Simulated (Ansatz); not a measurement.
# Co: the cost of one run

Computed with Ansatz 0.2.0 (DFT PBE, scalar-relativistic, plane waves, PAW, unless a step's input says otherwise).

1 further run of the same task is left out (set aside as unsound or not needed).

### Step 1. The system as given

It takes space group Fm-3m (No. 225, cubic). The conventional cell has a = 4.060 Å, b = 4.060 Å, c = 4.060 Å, α = 90.00°, β = 90.00°, γ = 90.00°. Around Ti (site symmetry m-3m) lie 12 Ti at 2.87 Å.

As a file:

```cif
data_structure
_symmetry_space_group_name_H-M 'Fm-3m'
_symmetry_Int_Tables_number 225
_cell_length_a 4.0600
_cell_length_b 4.0600
_cell_length_c 4.0600
_cell_angle_alpha 90.000
_cell_angle_beta 90.000
_cell_angle_gamma 90.000
_cell_volume 66.92
loop_
_atom_site_label
_atom_site_type_symbol
_atom_site_symmetry_multiplicity
_atom_site_Wyckoff_symbol
_atom_site_fract_x
_atom_site_fract_y
_atom_site_fract_z
_atom_site_occupancy
Ti1 Ti 4 a 0.00000 0.00000 0.00000 1
```

The structure comes from the Crystallography Open Database.

### Step 2. Substitution of an element, cell strained: Ti → Co, first probe

What differs from the listed cell: Co takes all sites of Ti, and lengths are scaled by 0.873 as a first guess of the size; strain xx, yy, zz, yz, xz, xy = -3.7, -3.7, -3.7, +0.0, +0.0, +0.0 %.

input.yaml

```yaml
crystal:
  lattice:
    - [0.0, 1.7050924608, 1.7050924608]
    - [1.7050924608, 0.0, 1.7050924608]
    - [1.7050924608, 1.7050924608, 0.0]
  atoms:
    - { symbol: Co, position: [0.0, 0.0, 0.0], spin: 3.0 }
basis:
  ecutwfc: 420
kpoints:
  mp_grid: { grid: [8, 8, 8] }
hamiltonian:
  xc: pbe
scf:
  occupations: { method: gaussian, width: 0.1 }
  lower_state_search: "off"
output:
  forces: true
  stress: true
  eigenvalues: true
  populations: true
magnetization:
  spin_polarized: true
```

On the command line:

```bash
> ansatz run input.yaml --threads 1 --pin off --max-ram 1331MiB --backend cpu --events-out ev --progress --plain --runs-dir out
```

Q: Estimate wall time and peak memory on 1 thread of an Arm CPU, shared host.

About 1.5 s, with a peak of 0.24 GiB.
